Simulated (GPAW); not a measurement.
# Yb (Im-3m) in GPAW: a series of runs

The runs below take Yb through single point, with LDA+U.

All numbers are computed with GPAW 26.7.0; they aren't measurements. Logs are shortened: lines on timing, memory, paths and dates and some standing lists are left out, and cuts for length are marked. The log counts tension as positive stress, the text compression.

## 1. The crystal as given

The structure is cubic, space group Im-3m (No. 229). The conventional cell has a = 4.303 Å, b = 4.303 Å, c = 4.303 Å, α = 90.00°, β = 90.00°, γ = 90.00°. Around Yb (site symmetry m-3m) lie 8 Yb at 3.73 Å.

This isn't the form of Yb at room conditions, which is fcc.

## 2. Single point, LDA+U, collinear spin, ferromagnetic start

The input, run.py:

```python
from ase import Atoms
from ase.dft.bandgap import bandgap
from ase.io import write
from ase.units import GPa
from gpaw import GPAW, PW

atoms = Atoms(['Yb'],
              cell=[[-2.151483, 2.151483, 2.151483],
                    [2.151483, -2.151483, 2.151483],
                    [2.151483, 2.151483, -2.151483]],
              scaled_positions=[[0.0, 0.0, 0.0]],
              pbc=True)
atoms.set_initial_magnetic_moments([1.0])

calc = GPAW(mode=PW(800),
            xc='LDA',
            kpts={'size': (9, 9, 9), 'gamma': True},
            occupations={'name': 'fermi-dirac', 'width': 0.05},
            setups={'Yb': ':f,1.0'},
            nbands=24,
            convergence={'density': 1e-05, 'energy': 1e-05},
            maxiter=150,
            txt='gpaw.txt')
atoms.calc = calc
energy = atoms.get_potential_energy()
forces = atoms.get_forces()
stress = atoms.get_stress()
calc.write('gs.gpw')
write('result.traj', atoms)
print(f'Energy: {energy:.6f} eV')
print('Forces (eV/A):')
print(forces.round(4))
print('Stress (GPa):', (stress / GPa).round(3))
print('Moments:', calc.get_magnetic_moments().round(3))
print('Fermi level:', round(calc.get_fermi_level(), 4), 'eV')
print(f'Gap: {bandgap(calc)[0]:.4f} eV, direct: {bandgap(calc, direct=True)[0]:.4f} eV')
```

Potentials or basis: the program's PAW data sets (release 1.2.1) made for this functional, pw.

Started as:

```
$ OMP_NUM_THREADS=1 python run.py
```

gpaw.txt:

```text
__  _  _
 | _ |_)|_||  |
 |__||  | ||/\| - 26.7.0

Input parameters:
  mode=PW(ecut=800.0),
  convergence={'density': 1e-05, 'energy': 1e-05},
  kpts=MonkhorstPack(size=(9, 9, 9), gamma=True),
  maxiter=150,
  nbands=24,
  occupations=Occupations(name='fermi-dirac', width=0.05),
  setups={'Yb': ':f,1.0'},
  xc=XC(name='LDA')

Diagonalizing LCAO Hamiltonian
Converting LCAO to pw mode

       Yb

Atoms  # Å, Bohr magnetons
|   | symbol |        x |        y |        z |    initial magnetic moments |
|---|--------|----------|----------|----------|-----------------------------|
| 0 |     Yb | 0.000000 | 0.000000 | 0.000000 | ( 0.0000,  0.0000,  1.0000) |

Unit cell  # Å
| periodic |         x |         y |         z |  lengths |     angles |
|----------|-----------|-----------|-----------|----------|------------|
|      yes | -2.151483 |  2.151483 |  2.151483 | 3.726478 | 109.471221 |
|      yes |  2.151483 | -2.151483 |  2.151483 | 3.726478 | 109.471221 |
|      yes |  2.151483 |  2.151483 | -2.151483 | 3.726478 | 109.471221 |

Number of symmetries: 48
Symmetry operations  # r_c * U_cc + t_c -> r_c
|    | kind |            matrix            |
|----|------|------------------------------|
|  0 |  σ   |  1, 1, 1,  0, 0,-1,  0,-1, 0 |
|  1 |  C4  |  1, 1, 1,  0, 0,-1, -1, 0, 0 |
|  2 |  C2  |  1, 1, 1,  0,-1, 0,  0, 0,-1 |
|  3 |  S6  |  1, 1, 1,  0,-1, 0, -1, 0, 0 |
|  4 |  S6  |  1, 1, 1, -1, 0, 0,  0, 0,-1 |
|  5 |  C4  |  1, 1, 1, -1, 0, 0,  0,-1, 0 |
|  6 |  E   |  1, 0, 0,  0, 1, 0,  0, 0, 1 |
|  7 |  σ   |  1, 0, 0,  0, 1, 0, -1,-1,-1 |
|  8 |  σ   |  1, 0, 0,  0, 0, 1,  0, 1, 0 |
|  9 |  C3  |  1, 0, 0,  0, 0, 1, -1,-1,-1 |
| 10 |  C3  |  1, 0, 0, -1,-1,-1,  0, 1, 0 |
| 11 |  σ   |  1, 0, 0, -1,-1,-1,  0, 0, 1 |
| 12 |  σ   |  0, 1, 0,  1, 0, 0,  0, 0, 1 |
| 13 |  C2  |  0, 1, 0,  1, 0, 0, -1,-1,-1 |
| 14 |  C3  |  0, 1, 0,  0, 0, 1,  1, 0, 0 |
| 15 |  S4  |  0, 1, 0,  0, 0, 1, -1,-1,-1 |
| 16 |  S4  |  0, 1, 0, -1,-1,-1,  1, 0, 0 |
| 17 |  C3  |  0, 1, 0, -1,-1,-1,  0, 0, 1 |
| 18 |  C3  |  0, 0, 1,  1, 0, 0,  0, 1, 0 |
| 19 |  S4  |  0, 0, 1,  1, 0, 0, -1,-1,-1 |
| 20 |  σ   |  0, 0, 1,  0, 1, 0,  1, 0, 0 |
| 21 |  C3  |  0, 0, 1,  0, 1, 0, -1,-1,-1 |
| 22 |  C2  |  0, 0, 1, -1,-1,-1,  1, 0, 0 |
| 23 |  S4  |  0, 0, 1, -1,-1,-1,  0, 1, 0 |
| 24 |  C4  |  0, 0,-1,  1, 1, 1,  0,-1, 0 |
| 25 |  σ   |  0, 0,-1,  1, 1, 1, -1, 0, 0 |
| 26 |  S6  |  0, 0,-1,  0,-1, 0,  1, 1, 1 |
| 27 |  C2  |  0, 0,-1,  0,-1, 0, -1, 0, 0 |
| 28 |  C4  |  0, 0,-1, -1, 0, 0,  1, 1, 1 |
| 29 |  S6  |  0, 0,-1, -1, 0, 0,  0,-1, 0 |
| 30 |  S6  |  0,-1, 0,  1, 1, 1,  0, 0,-1 |
| 31 |  C4  |  0,-1, 0,  1, 1, 1, -1, 0, 0 |
| 32 |  C4  |  0,-1, 0,  0, 0,-1,  1, 1, 1 |
| 33 |  S6  |  0,-1, 0,  0, 0,-1, -1, 0, 0 |
| 34 |  σ   |  0,-1, 0, -1, 0, 0,  1, 1, 1 |
| 35 |  C2  |  0,-1, 0, -1, 0, 0,  0, 0,-1 |
| 36 |  C2  | -1, 0, 0,  1, 1, 1,  0, 0,-1 |
| 37 |  S6  | -1, 0, 0,  1, 1, 1,  0,-1, 0 |
| 38 |  S6  | -1, 0, 0,  0, 0,-1,  1, 1, 1 |
| 39 |  C2  | -1, 0, 0,  0, 0,-1,  0,-1, 0 |
| 40 |  C2  | -1, 0, 0,  0,-1, 0,  1, 1, 1 |
| 41 |  i   | -1, 0, 0,  0,-1, 0,  0, 0,-1 |
| 42 |  S4  | -1,-1,-1,  1, 0, 0,  0, 1, 0 |
| 43 |  C3  | -1,-1,-1,  1, 0, 0,  0, 0, 1 |
| 44 |  C3  | -1,-1,-1,  0, 1, 0,  1, 0, 0 |
| 45 |  σ   | -1,-1,-1,  0, 1, 0,  0, 0, 1 |
| 46 |  S4  | -1,-1,-1,  0, 0, 1,  1, 0, 0 |
| 47 |  C2  | -1,-1,-1,  0, 0, 1,  0, 1, 0 |

BZ-sampling:
  Number of BZ points: 729
  Number of IBZ points: 35

  Monkhorst-Pack size: [9, 9, 9]
  Monkhorst-Pack shift: [0, 0, 0]

K-points  # in reciprocal-cell coordinates
|     |                                coordinates |     weight |
|-----|--------------------------------------------|------------|
|   0 | (  0.00000000,   0.00000000,   0.00000000) | 0.00137174 |
|   1 | (  0.11111111,   0.00000000,   0.00000000) | 0.01646091 |
|   2 | (  0.11111111,   0.11111111,  -0.11111111) | 0.00823045 |
|   3 | (  0.22222222,   0.00000000,  -0.11111111) | 0.03292181 |
|   4 | (  0.22222222,   0.00000000,   0.00000000) | 0.01646091 |
|   5 | (  0.22222222,   0.11111111,  -0.11111111) | 0.03292181 |
|   6 | (  0.22222222,   0.22222222,  -0.22222222) | 0.00823045 |
|   7 | (  0.33333333,  -0.11111111,  -0.11111111) | 0.01097394 |
|   8 | (  0.33333333,   0.00000000,  -0.11111111) | 0.06584362 |
|   9 | (  0.33333333,   0.00000000,   0.00000000) | 0.01646091 |
| ... |                                            |            |
|  34 | (  0.44444444,   0.44444444,   0.44444444) | 0.01097394 |

Plane wave coefficients: 2093
Cutoff: 800.0 eV

Spin-components: 2 (collinear spins)
Bands:           24
Projectors:      8
Spin-degeneracy: 1
Datatype:        complex128

Parallelization:
  kpt:    1
  domain: 1
  band:   1

Density:
  Valence electrons: 24.0
  Components: 2
  Grid points: [25 25 25]
  Charge: 0.0  # |e|

Potential:
  Grid points: [25 25 25]

species:
  Yb:
    name:    Ytterbium
    Z:       70.0
    valence: 24
    core:    46
    charge:  0.0  # [|e|]
    Hubbard: {U: 1.0,  # eV
              l: 3,
              scale: True}
    compensation charges:
      type: gauss
      rc: 0.35  # [Å]
      lmax: 2
    cutoffs:
      filter: 1.17  # [Å]
      core: 1.64  # [Å]
    projectors
    | kind |    occ | energy [eV] | rcut [Å] |
    |------|--------|-------------|----------|
    |   5s |  2.000 |     -55.105 |    1.164 |
    |   6s |  2.000 |      -4.080 |    1.164 |
    |   5p |  6.000 |     -27.588 |    1.164 |
    |   6p |  0.000 |      -1.156 |    1.164 |
    |   5d |  0.000 |      -0.827 |    1.164 |
    |   4f | 14.000 |      -3.239 |    1.164 |
    |    d |        |      26.384 |    1.164 |
    |    f |        |      23.973 |    1.164 |

    Using partial waves for Yb as LCAO basis

Reference energy: -382350.430198  # eV

eigensolver:
  PPCG
  Converge bands: occupied
  niter=2

density mixing:
  MSR1-Mixer
  Pratt-step length: 0.05
  Maximum mixing coefficient: 0.75
  Old densities: 10
  SVD Regularization: 0.005
  Good broyden scale: 1.0
  Trust region scale: 1.0
  Backstep threshold: 4.0
  History deletion threshold: 6.0
  Fourier metric: weight=20.0, sigma=0.015

occupation numbers:
  Fermi-Dirac:
    width: 0.0500  # eV

poisson solver:
  ecut: 6400.0  # eV

xc functional:
  name: None

convergence criteria:
- Maximum integral of absolute [dens]ity change: 1e-05 electrons / valence electron
- Maximum [total energy] change in last 3 cyles: 1e-05 eV / valence electron
- Maximum integral of absolute [eigenst]ate change: 4e-08 eV^2 / valence electron
maximum number of iterations: 150

SCF iterations
|iter     | |      energy | eigst |  dens |  magmom |
|---------|-|-------------|-------|-------|---------|
|iter:   1| |   -7.046465 | +0.03 |       |  +0.8447|
|iter:   2| |   -5.498005 | -1.99 | -0.93 |  +0.8086|
|iter:   3| |   -5.920605 | -0.23 | -0.98 |  +0.3965|
|iter:   4| |   -2.223589 | -0.57 | -0.46 |  +0.6136|
|iter:   5| |   -1.848380 | -2.26 | -1.21 |  +0.5089|
|iter:   6| |   -1.720226 | -2.82 | -1.31 |  +0.3730|
|iter:   7| |   -1.522750 | -1.52 | -1.41 |  +0.1510|
|iter:   8| |   -1.568080 | -1.81 | -1.56 |  +0.2420|
|iter:   9| |   -1.495712 | -1.92 | -1.58 |  +0.0718|
|iter:  10| |   -1.471197 | -2.76 | -1.74 |  -0.0431|
|iter:  11| |   -1.470756 | -4.13 | -2.51 |  -0.0053|
|iter:  12| |   -1.470640 | -5.74 | -2.75 |  -0.0109|
|iter:  13| |   -1.470658c| -4.80 | -2.81 |  -0.0056|
|iter:  14| |   -1.470811c| -5.54 | -3.46 |  +0.0020|
|iter:  15| |   -1.470731c| -6.28 | -3.18 |  +0.0026|
|iter:  16| |   -1.470671c| -6.30 | -3.34 |  +0.0015|
|iter:  17| |   -1.470645c| -6.76 | -3.69 |  +0.0002|
|iter:  18| |   -1.470641c| -8.12c| -4.39 |  -0.0001|
|iter:  19| |   -1.470642c| -8.69c| -5.27c|  -0.0001|

Converged in 19 steps
Energy contributions relative to reference atoms: (reference = -382350.430198)

Energy contributions:
  Kinetic:         -18.820688
  Coulomb:          18.488126
  Zero:              0.151245
  External:          0.000000
  Xc:               -1.285036
  Entropy:          -0.008579
  Spinorbit:         0.000000
  ----------------------------
  Free energy:      -1.474931
  Extrapolated:     -1.470642

dipole moment: (-9.848710, -9.848710, -9.848710)  # |e|*Ang

Total magnetic moment: (0.000000, 0.000000, -0.000081)

Local magnetic moments
|        x |        y |        z |
|----------|----------|----------|
| 0.000000 | 0.000000 | 0.000001 |  # Yb   0

Fermi level: 5.320
Eigenvalues  # (at kpt = [0.000, 0.000, 0.000])
| band index |      eig [eV] | occ [0-1] |      eig [eV] | occ [0-1] |
|------------|---------------|-----------|---------------|-----------|
|          0 |       -46.110 |     1.000 |       -46.110 |     1.000 |
|        ... |               |           |               |           |
|          4 |         0.379 |     1.000 |         0.379 |     1.000 |
|          5 |         4.783 |     1.000 |         4.783 |     1.000 |
|          6 |         4.783 |     1.000 |         4.783 |     1.000 |
|          7 |         4.783 |     1.000 |         4.783 |     1.000 |
|          8 |         4.891 |     1.000 |         4.891 |     1.000 |
|          9 |         4.891 |     1.000 |         4.891 |     1.000 |
[... 8 lines left out ...]
|         18 |        15.629 |     0.000 |        15.629 |     0.000 |
|         19 |        15.629 |     0.000 |        15.629 |     0.000 |
|        ... |               |           |               |           |
|         23 |        21.656 |     0.000 |        21.656 |     0.000 |

No gap
No difference between direct/indirect transitions

Forces  # eV/Ang
|       x |       y |        z |
|---------|---------|----------|
| 0.00000 | 0.00000 | -0.00000 |  # Yb   0

Stress tensor  # eV/Ang^3
|         x |         y |         z |
|-----------|-----------|-----------|
|  0.025116 | -0.000000 | -0.000000 |
| -0.000000 |  0.025116 |  0.000000 |
| -0.000000 |  0.000000 |  0.025116 |

# Writing to gs.gpw (mode='')
```

It took 1.8 min on 1 thread of Arm Neoverse V1, shared host; peak memory 0.24 GiB.

What came out:

* Free energy: -1.4749 eV
* Pressure: -4.0 GPa
* Band gap on the k mesh: none (metal or under the smearing width)
* Net moment: 0.00 μB per cell

Caveat: one-centre terms of the f shell are cut off; spin-orbit coupling is left out, which moves the levels of the heavy elements.

## 3. Single point, LDA+U, collinear spin, ferromagnetic start

Changes to run.py since step 2:

```diff
@@ -18,3 +18,3 @@
             occupations={'name': 'fermi-dirac', 'width': 0.05},
-            setups={'Yb': ':f,1.0'},
+            setups={'Yb': ':f,2.0'},
             nbands=24,
```

Potentials or basis: the program's PAW data sets (release 1.2.1) made for this functional, pw.

Started as:

```
$ OMP_NUM_THREADS=1 python run.py
```

gpaw.txt:

```text
__  _  _
 | _ |_)|_||  |
 |__||  | ||/\| - 26.7.0

Input parameters:
  mode=PW(ecut=800.0),
  convergence={'density': 1e-05, 'energy': 1e-05},
  kpts=MonkhorstPack(size=(9, 9, 9), gamma=True),
  maxiter=150,
  nbands=24,
  occupations=Occupations(name='fermi-dirac', width=0.05),
  setups={'Yb': ':f,2.0'},
  xc=XC(name='LDA')

Diagonalizing LCAO Hamiltonian
Converting LCAO to pw mode

       Yb

Atoms  # Å, Bohr magnetons
|   | symbol |        x |        y |        z |    initial magnetic moments |
|---|--------|----------|----------|----------|-----------------------------|
| 0 |     Yb | 0.000000 | 0.000000 | 0.000000 | ( 0.0000,  0.0000,  1.0000) |

Unit cell  # Å
| periodic |         x |         y |         z |  lengths |     angles |
|----------|-----------|-----------|-----------|----------|------------|
|      yes | -2.151483 |  2.151483 |  2.151483 | 3.726478 | 109.471221 |
|      yes |  2.151483 | -2.151483 |  2.151483 | 3.726478 | 109.471221 |
|      yes |  2.151483 |  2.151483 | -2.151483 | 3.726478 | 109.471221 |

Number of symmetries: 48
Symmetry operations  # r_c * U_cc + t_c -> r_c
|    | kind |            matrix            |
|----|------|------------------------------|
|  0 |  σ   |  1, 1, 1,  0, 0,-1,  0,-1, 0 |
|  1 |  C4  |  1, 1, 1,  0, 0,-1, -1, 0, 0 |
|  2 |  C2  |  1, 1, 1,  0,-1, 0,  0, 0,-1 |
|  3 |  S6  |  1, 1, 1,  0,-1, 0, -1, 0, 0 |
|  4 |  S6  |  1, 1, 1, -1, 0, 0,  0, 0,-1 |
|  5 |  C4  |  1, 1, 1, -1, 0, 0,  0,-1, 0 |
|  6 |  E   |  1, 0, 0,  0, 1, 0,  0, 0, 1 |
|  7 |  σ   |  1, 0, 0,  0, 1, 0, -1,-1,-1 |
|  8 |  σ   |  1, 0, 0,  0, 0, 1,  0, 1, 0 |
|  9 |  C3  |  1, 0, 0,  0, 0, 1, -1,-1,-1 |
| 10 |  C3  |  1, 0, 0, -1,-1,-1,  0, 1, 0 |
| 11 |  σ   |  1, 0, 0, -1,-1,-1,  0, 0, 1 |
| 12 |  σ   |  0, 1, 0,  1, 0, 0,  0, 0, 1 |
| 13 |  C2  |  0, 1, 0,  1, 0, 0, -1,-1,-1 |
| 14 |  C3  |  0, 1, 0,  0, 0, 1,  1, 0, 0 |
| 15 |  S4  |  0, 1, 0,  0, 0, 1, -1,-1,-1 |
| 16 |  S4  |  0, 1, 0, -1,-1,-1,  1, 0, 0 |
| 17 |  C3  |  0, 1, 0, -1,-1,-1,  0, 0, 1 |
| 18 |  C3  |  0, 0, 1,  1, 0, 0,  0, 1, 0 |
| 19 |  S4  |  0, 0, 1,  1, 0, 0, -1,-1,-1 |
| 20 |  σ   |  0, 0, 1,  0, 1, 0,  1, 0, 0 |
| 21 |  C3  |  0, 0, 1,  0, 1, 0, -1,-1,-1 |
| 22 |  C2  |  0, 0, 1, -1,-1,-1,  1, 0, 0 |
| 23 |  S4  |  0, 0, 1, -1,-1,-1,  0, 1, 0 |
[... 128 lines left out ...]
xc functional:
  name: None

convergence criteria:
- Maximum integral of absolute [dens]ity change: 1e-05 electrons / valence electron
- Maximum [total energy] change in last 3 cyles: 1e-05 eV / valence electron
- Maximum integral of absolute [eigenst]ate change: 4e-08 eV^2 / valence electron
maximum number of iterations: 150

SCF iterations
|iter     | |      energy | eigst |  dens |  magmom |
|---------|-|-------------|-------|-------|---------|
|iter:   1| |   -7.120408 | +0.07 |       |  +0.8447|
|iter:   2| |   -5.560961 | -1.99 | -0.92 |  +0.8086|
|iter:   3| |   -4.742429 | -0.23 | -0.97 |  +0.3946|
|iter:   4| |   -2.134420 | -0.59 | -0.50 |  +0.6135|
|iter:   5| |   -1.794255 | -2.33 | -1.22 |  +0.5225|
|iter:   6| |   -1.683424 | -2.93 | -1.31 |  +0.4230|
|iter:   7| |   -1.411695 | -1.61 | -1.39 |  +0.2218|
|iter:   8| |   -1.523690 | -1.98 | -1.92 |  +0.2476|
|iter:   9| |   -1.431753 | -1.85 | -1.59 |  +0.1016|
|iter:  10| |   -1.453700 | -2.15 | -1.87 |  +0.1809|
|iter:  11| |   -1.416121 | -2.73 | -1.76 |  +0.0689|
|iter:  12| |   -1.417153 | -3.26 | -2.31 |  +0.0000|
|iter:  13| |   -1.415850 | -4.66 | -2.50 |  -0.0119|
|iter:  14| |   -1.415165 | -4.32 | -2.67 |  -0.0021|
|iter:  15| |   -1.415165 | -6.75 | -3.92 |  -0.0003|
|iter:  16| |   -1.415163c| -7.35 | -4.34 |  -0.0002|
|iter:  17| |   -1.415164c| -8.76c| -4.69 |  -0.0001|
|iter:  18| |   -1.415164c| -7.64c| -5.12c|  -0.0001|

Converged in 18 steps
Energy contributions relative to reference atoms: (reference = -382350.430198)

Energy contributions:
  Kinetic:         -11.804372
  Coulomb:          12.347913
  Zero:              0.068669
  External:          0.000000
  Xc:               -2.023505
  Entropy:          -0.007738
  Spinorbit:         0.000000
  ----------------------------
  Free energy:      -1.419032
  Extrapolated:     -1.415164

dipole moment: (-9.831267, -9.831267, -9.831267)  # |e|*Ang

Total magnetic moment: (0.000000, 0.000000, -0.000061)

Local magnetic moments
|        x |        y |         z |
|----------|----------|-----------|
| 0.000000 | 0.000000 | -0.000006 |  # Yb   0

Fermi level: 5.319
Eigenvalues  # (at kpt = [0.000, 0.000, 0.000])
| band index |      eig [eV] | occ [0-1] |      eig [eV] | occ [0-1] |
|------------|---------------|-----------|---------------|-----------|
|          0 |       -45.903 |     1.000 |       -45.903 |     1.000 |
|        ... |               |           |               |           |
|          4 |         0.386 |     1.000 |         0.386 |     1.000 |
|          5 |         4.635 |     1.000 |         4.635 |     1.000 |
|          6 |         4.635 |     1.000 |         4.635 |     1.000 |
|          7 |         4.635 |     1.000 |         4.635 |     1.000 |
|          8 |         4.732 |     1.000 |         4.732 |     1.000 |
|          9 |         4.732 |     1.000 |         4.732 |     1.000 |
[... 8 lines left out ...]
|         18 |        15.606 |     0.000 |        15.606 |     0.000 |
|         19 |        15.606 |     0.000 |        15.606 |     0.000 |
|        ... |               |           |               |           |
|         23 |        21.680 |     0.000 |        21.680 |     0.000 |

No gap
No difference between direct/indirect transitions

Forces  # eV/Ang
|       x |       y |       z |
|---------|---------|---------|
| 0.00000 | 0.00000 | 0.00000 |  # Yb   0

Stress tensor  # eV/Ang^3
|         x |         y |         z |
|-----------|-----------|-----------|
|  0.022089 | -0.000000 | -0.000000 |
| -0.000000 |  0.022089 |  0.000000 |
| -0.000000 |  0.000000 |  0.022089 |

# Writing to gs.gpw (mode='')
```

Wall time 1.7 min (1 thread of Arm Neoverse V1, shared host); peak memory 0.24 GiB.

Results:

```
Free energy            : -1.4190 eV
Pressure               : -3.5 GPa
Band gap on the k mesh : none (metal or under the smearing width)
Net moment             : 0.00 μB per cell
```

Caveat: one-centre terms of the f shell are cut off; spin-orbit coupling is left out, which moves the levels of the heavy elements.

(Part 1 of 2 ends here.)
